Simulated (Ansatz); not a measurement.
# La2O3 (P6/mmm): other levels of theory at one geometry

The task here is to estimate one member of a computed series from the others.

Program: Ansatz 0.2.0. Level of theory: DFT at several levels, plane waves, PAW. These are calculated values, not measurements.

2 further runs of the same task are left out: 2 that didn't finish.

## The structure to begin with

The structure is hexagonal, space group P6/mmm (No. 191). Conventional cell: a = 6.371 Å, b = 6.371 Å, c = 3.287 Å, α = 90.00°, β = 90.00°, γ = 120.00°. La (site symmetry -6m2) is surrounded by 6 O at 2.47 Å. Around O (site symmetry mmm) lie 4 La at 2.47 Å.

Coordinates:

```cif
data_structure
_symmetry_space_group_name_H-M 'P6/mmm'
_symmetry_Int_Tables_number 191
_cell_length_a 6.3711
_cell_length_b 6.3711
_cell_length_c 3.2870
_cell_angle_alpha 90.000
_cell_angle_beta 90.000
_cell_angle_gamma 120.000
_cell_volume 115.55
loop_
_atom_site_label
_atom_site_type_symbol
_atom_site_symmetry_multiplicity
_atom_site_Wyckoff_symbol
_atom_site_fract_x
_atom_site_fract_y
_atom_site_fract_z
_atom_site_occupancy
La1 La 2 d 0.33333 0.66667 0.50000 1
O1 O 3 f 0.50000 0.50000 0.00000 1
```

This cell comes from an earlier session at PBE: 23.109 Å³/atom at 0.01 GPa, on a 6×6×8 mesh, mesh gap 1.62 eV.

Levels to run: PBE+SOC; r²SCAN; PBEsol; LDA; HSE06. Hardware: 4 threads of AMD EPYC 7R13 (Zen 3), shared host.

The first run:

Input file input.yaml:

```yaml
crystal:
  lattice:
    - [6.3711108068, 0.0, 0.0]
    - [-3.1855554034, 5.517543809, 0.0]
    - [0.0, 0.0, 3.2869865305]
  atoms:
    - { symbol: La, position: [0.3333333333, 0.6666666667, 0.4999811604] }
    - { symbol: La, position: [0.6666666667, 0.3333333333, 0.5000188396] }
    - { symbol: O, position: [0.5000279784, 0.5000279784, 0.0] }
    - { symbol: O, position: [0.4999720216, 0.0, 0.0] }
    - { symbol: O, position: [0.0, 0.4999720216, 0.0] }
basis:
  ecutwfc: 420
  ecutrho_ratio: 4
kpoints:
  mp_grid: { grid: [6, 6, 8] }
hamiltonian:
  xc: pbe
scf:
  occupations: { method: gaussian, width: 0.05 }
output:
  forces: true
  stress: true
  eigenvalues: true
  populations: true
  hubbard: { sites: [{ species: La, l: f }] }
  dos: { projected: true, de: 0.02 }
  write_density: true
  write_potential: true
  elf: true
  volumetric_format: npy
magnetization:
  noncollinear: true
  spin_orbit: true
```

Launch:

```
ansatz run input.yaml --threads 4 --pin off --max-ram 8192MiB --backend cpu --events-out ev --progress --plain --runs-dir out
```

Among the steps run: PBE+SOC; r²SCAN; PBEsol; LDA; HSE06.

One table of the session follows, with a row left open; its other results are not shown here.

```
  level  gap on the mesh (eV)  pressure (GPa)
    PBE                  1.62             0.0
    LDA                     ?               ?
 PBEsol                  1.55            -3.0
PBE+SOC                  1.60             0.0
 r²SCAN                  1.96            -0.7
  HSE06                  2.85            -1.8
```

**Question.** Estimate the row for LDA.

The run gave: gap on the mesh (eV): 1.49; pressure (GPa): -5.1. In the column «gap on the mesh (eV)» it is the lowest.

The pressure runs from -5.1 GPa (LDA) to 0.0 GPa (PBE); a negative pressure means that level wants a smaller cell, a positive one a larger cell. The gap is widest with HSE06 (2.85 eV) and narrowest with LDA (1.49 eV). Total energies of different levels have different zeros and can't be compared.

To keep in mind: Warnings in the runs' records: xc potential rough in thin density, stress exchange threshold loose, stress scf threshold loose.
